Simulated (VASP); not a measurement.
A run of VASP 6.6.1:

File run.py:

```python
from ase.calculators.vasp import Vasp
from ase.dft.bandgap import bandgap
from ase.io import read

atoms = read('KCl.xyz')
calc = Vasp(
    directory='calc',
    xc='r2scan',
    pp='PBE',
    setups='recommended',
    prec='Accurate',
    encut=520,
    ediff=1e-06,
    ismear=-5,
    sigma=0.05,
    lreal=False,
    lasph=True,
    nelm=80,
    algo='Normal',
    isif=2,
    lwave=False,
    lcharg=False,
    lmixtau=True,
    ivdw=12,
    vdw_s6=1.0,
    vdw_s8=0.78981345,
    vdw_a1=0.49484001,
    vdw_a2=5.73083694,
    kpts=[7, 7, 7],
    gamma=True,
)
atoms.calc = calc

print('energy (eV):', atoms.get_potential_energy())
print('free energy (eV):', atoms.get_potential_energy(force_consistent=True))
print('forces (eV/A):')
print(atoms.get_forces())
print('stress (eV/A^3, Voigt):', atoms.get_stress())
print('Fermi level (eV):', calc.get_fermi_level())
gap, top, bottom = bandgap(calc)
print('band gap (eV):', gap, 'from (spin, k, band)', top, 'to', bottom)
```

The input KCl.xyz:

```xyz
2
Lattice="0.0000000000 3.2282328102 3.2282328102 3.2282328102 0.0000000000 3.2282328102 3.2282328102 3.2282328102 0.0000000000" Properties=species:S:1:pos:R:3 pbc="T T T"
K      0.0000000000      0.0000000000      0.0000000000
Cl     3.2282328102      3.2282328102      3.2282328102
```

Potentials or basis: VASP PAW PBE potentials, release 64 (K_sv, Cl).

Command:

```bash
$ python run.py
```

Hardware: 1 thread of AMD EPYC 7R43 64-Core Processor (Zen 3), on a shared host.

Task: Estimate the wall time of this run.

Result: It took 2.9 min on 1 thread of AMD EPYC 7R43 64-Core Processor (Zen 3), with other jobs on the host, peak memory 0.18 GiB. Counts: scf iterations 20, k points 20.
